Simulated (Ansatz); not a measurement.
**TiAl3 under changes of volume**

One of the cells (15.634 Å³/atom); the others are scaled copies at fixed shape and fractional positions:

```
Ti Al
1.0
    -1.91111    1.91111    4.28067
     1.91111   -1.91111    4.28067
     1.91111    1.91111   -4.28067
Ti Al
1 3
Direct
  0.00000 0.00000 0.00000
  0.25000 0.75000 0.50000
  0.75000 0.25000 0.50000
  0.50000 0.50000 0.00000
```

The cell comes from a database or a generator and needn't be the stable form of this composition.

* Program: Ansatz 0.2.0
* Functional: LDA
* Potentials or basis: Ansatz PAW
* Cutoff: 420 eV (not typed: the program's choice for these potentials)
* k mesh: 10 × 10 × 10
* Occupations: fermi-dirac, width 0.05 eV
* Spin: no spin polarisation

| volume (Å³/atom) | energy over the lowest point (meV/atom) | pressure (GPa) |
| --- | --- | --- |
| 14.696 | ? | ? |
| 15.009 | 0.00 | 1.1 |
| 15.322 | 0.33 | -1.3 |
| 15.634 | 5.09 | -3.5 |
| 15.947 | 13.86 | -5.4 |
| 16.260 | 26.23 | -7.2 |
| 16.572 | 41.83 | -8.7 |

What does the run at 14.696 Å³/atom give?

Energy over the lowest point 4.61 meV/atom; pressure 3.7 GPa.

Worked out: A Birch-Murnaghan fit of order 3 (a polynomial in V^(-2/3)) to the other rows has its minimum at 15.14 Å³/atom with B0 = V·E''(V) = 117 GPa and B' = 4.0 at fixed shape and positions, which overstates the stiffness. It gives 4.58 meV/atom at 14.696 Å³/atom, against the run's 4.61, and -dE/dV = 3.7 GPa, against 3.7.

Energies are extrapolated to zero smearing.

Caveats: the PAW data sets come from PBE, with cores solved anew for the run's functional, which leaves a small shift of forces and pressure.
